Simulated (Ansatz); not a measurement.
## PbO2: the change of energy above lowest point and pressure with volume per atom

Equation of state of a cubic crystal from periodic Kohn-Sham density functional theory without spin; pressure corrected for the finite basis. The results are calculated, by Ansatz 0.2.0 development build.

Cell of the first row (space group Fm-3m, No. 225):
```
CELL_PARAMETERS angstrom
0.00000 2.63130 2.63130
2.63130 0.00000 2.63130
2.63130 2.63130 0.00000
ATOMIC_POSITIONS crystal
Pb 0.00000 0.00000 0.00000
O 0.25000 0.25000 0.25000
O 0.75000 0.75000 0.75000
```

Settings of every row: formula PbO2; structure type fluorite; functional r2SCAN; spin treatment none; k mesh 11x11x11; occupation method fermi-dirac; occupation width 0.1 eV; wave cutoff 700 eV; datasets hard PAW; density cutoff ratio 4; xc grid level 2.

Limits: a cubic model structure, not a phase known at ambient conditions; no spin-orbit coupling with 6p elements; pseudopotentials made with PBE, not this functional; the SCF threshold is loose for a stress in some rows.

| row | volume per atom (Å³) | energy above lowest point (meV/atom) | pressure (GPa) |
| --- | --- | --- | --- |
| 1 | 12.146 | 6.89 | 5.718 |
| 2 | 12.542 | 0 | 0.039 |
| 3 | 12.938 | ? | ? |
| 4 | 13.334 | 22.23 | -8.468 |
| 5 | 13.73 | 47.16 | -11.598 |

Question: what energy above lowest point and pressure should row 3 give?

Worked fit of energy above lowest point. Take u = (V_r/V)^(2/3) − 1 with V_r = 12.938 Å³ an atom, which is twice the finite (Eulerian) strain; such expansions in the strain, on which the Birch-Murnaghan equation of state is built, carry the rest volume and the bulk modulus. The shown rows have u = 0.04301, 0.02094, -0.0199, -0.03884. Least squares give energy above lowest point = 5.841 − 549.61 × u + 13303.1 × u² meV/atom; a straight line predicts inner rows, each left out in turn, worse (root mean square 13 against 0.44 meV/atom). The rows lie off it by 0.08, -0.17, 0.18, -0.10 (root mean square 0.14 meV/atom). Its lowest point lies at u = 0.0207, or V = 12.55 Å³ an atom, and the curvature there gives the bulk modulus at fixed shape and fractions, B = (4/9)(1 + u)² E″(u)/V = 157 GPa. The withheld row has u = 0, so the fit gives 5.841 − 549.61 × (0) + 13303.1 × (0)² = 5.84 meV/atom.

The calculation gave 5.87 meV/atom. The fit lies 0.03 meV/atom (0.064 % of the column's range) below it; its largest miss of a shown row is 0.18 meV/atom.

Worked fit of pressure. Take u = (V_r/V)^(2/3) − 1 with V_r = 12.938 Å³ an atom, which is twice the finite (Eulerian) strain; such expansions in the strain, on which the Birch-Murnaghan equation of state is built, carry the rest volume and the bulk modulus. The shown rows have u = 0.04301, 0.02094, -0.0199, -0.03884. Least squares give pressure = −4.6377 + 208.238 × u + 752.88 × u² GPa; a straight line predicts inner rows, each left out in turn, worse (root mean square 0.73 against 0.037 GPa). The rows lie off it by 0.007, -0.014, 0.015, -0.008 (root mean square 0.012 GPa). The pressure vanishes at u = 0.0207, or V = 12.55 Å³ an atom, and there the bulk modulus at fixed shape and fractions is B = −V dP/dV = (2/3)(1 + u) dP/du = 163 GPa. The withheld row has u = 0, so the fit gives −4.6377 + 208.238 × (0) + 752.88 × (0)² = -4.638 GPa.

The calculation gave -4.637 GPa. The fit lies 0.001 GPa (0.0058 % of the column's range) below it, one unit of the last digit.
